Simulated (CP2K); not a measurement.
The system is CdS (Greenockite).

```xyz
4
Lattice="4.1500 0.0000 0.0000 -2.0750 3.5940 0.0000 0.0000 0.0000 6.7370" Properties=species:S:1:pos:R:3 pbc="T T T"
Cd    2.0750    1.1980    3.3685
Cd    0.0000    2.3960    0.0000
S     2.0750    1.1980    5.8949
S     0.0000    2.3960    2.5264
```

Base run:

```yaml
Program: CP2K 2026.2
Functional: LDA
Potentials_or_basis: GTH_POTENTIALS Cd GTH-PBE-q12, S GTH-PBE-q6; DZVP-MOLOPT-SR-GTH basis
Density_cutoff: 6123 eV
k_mesh: 7 × 7 × 4
Occupations: fermi-dirac, width 0.05 eV
Spin: no spin polarisation
```

Its results: band gap on the k mesh 0.88 eV, direct; pressure -0.8 GPa; largest force 0.067 eV/Å.

Q: The run is repeated on the same cell with these changes: functional from LDA to PBE. What comes out?

A: Band gap on the k mesh 1.16 eV, direct; pressure 3.3 GPa; largest force 0.071 eV/Å.

PBE binds less tightly than LDA, so the same cell stands under more pressure.

Caveats: the basis of atomic orbitals isn't converged, which shifts pressures, moduli and gaps; the potentials were made for another functional, which shifts forces and pressure (some runs).
